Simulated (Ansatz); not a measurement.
A run of Ansatz 0.2.0 is set up as follows.

Contents of input:

```
crystal:
  lattice:
    - [0.0, 2.87015, 2.87015]
    - [2.87015, 0.0, 2.87015]
    - [2.87015, 2.87015, 0.0]
  atoms:
    - { symbol: Ag, position: [0.0, 0.0, 0.0] }
    - { symbol: Br, position: [0.5, 0.5, 0.5] }
hamiltonian:
  xc: pbe0
  pseudopotentials: { kind: paw }
kpoints:
  mp_grid: { grid: [6, 6, 6] }
  band_path:
    path:
      - [[0.0, 0.0, 0.0], [0.5, 0.0, 0.5], [0.5, 0.25, 0.75], [0.375, 0.375, 0.75], [0.0, 0.0, 0.0], [0.5, 0.5, 0.5], [0.625, 0.25, 0.625], [0.5, 0.25, 0.75], [0.5, 0.5, 0.5], [0.375, 0.375, 0.75]]
      - [[0.625, 0.25, 0.625], [0.5, 0.0, 0.5]]
    npoints: 4
scf:
  occupations: { method: fermi_dirac, width: 0.05 }
  n_extra_bands: 6
output:
  forces: true
  stress: true
  eigenvalues: true
  fatbands: false
```

(1) Predict the band gap along the path.

(2) What does it give for the pressure?

(3) Predict the band gap on the k mesh.

## Answers

(1) 2.69 eV, indirect (least direct gap 4.53 eV).

(2) 2.0 GPa.

(3) 2.69 eV, indirect (least direct gap 4.53 eV).

Caveat: the PAW data sets come from PBE, with cores solved anew for the run's functional, which leaves a small shift of forces and pressure; the thresholds are loose for stress.
